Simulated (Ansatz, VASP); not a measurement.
## ZnO (zincite) in VASP and in Ansatz

```
Zn O
1.0
     3.23006    0.00000    0.00000
    -1.61503    2.79731    0.00000
     0.00000    0.00000    5.21411
Zn O
2 2
Direct
  0.33333 0.66667 0.50003
  0.66667 0.33333 0.00003
  0.66667 0.33333 0.37898
  0.33333 0.66667 0.87898
```

Alike in both runs: functional PBEsol; k mesh 9 × 9 × 6; occupations gaussian, width 0.02 eV; no spin polarisation.

Ansatz relaxed the structure, and its values are those at the end. VASP's run is a single point on that final structure, the one shown.

|  | VASP | Ansatz |
| --- | --- | --- |
| version | VASP 6.6.1 | Ansatz 0.2.0 |
| potentials or method | VASP PAW PBE potentials, release 64 (Zn, O) | scalar-relativistic, plane waves, PAW |
| plane-wave cutoff (eV) | 520 | 420 |
| valence electrons in the cell | 36 | 36 |

```csv
,VASP,Ansatz,Ansatz less VASP
gap on the k mesh at the Fermi level (eV),0.69,0.70,+0.014
least direct gap on the mesh (eV),0.69,0.70,+0.014
pressure (GPa),1.0,0.0,-1.01
```

Caveats: the PAW data sets were made with another functional, which shifts forces and pressure a little (VASP). As with any semilocal functional, this PBEsol gap is likely too small.
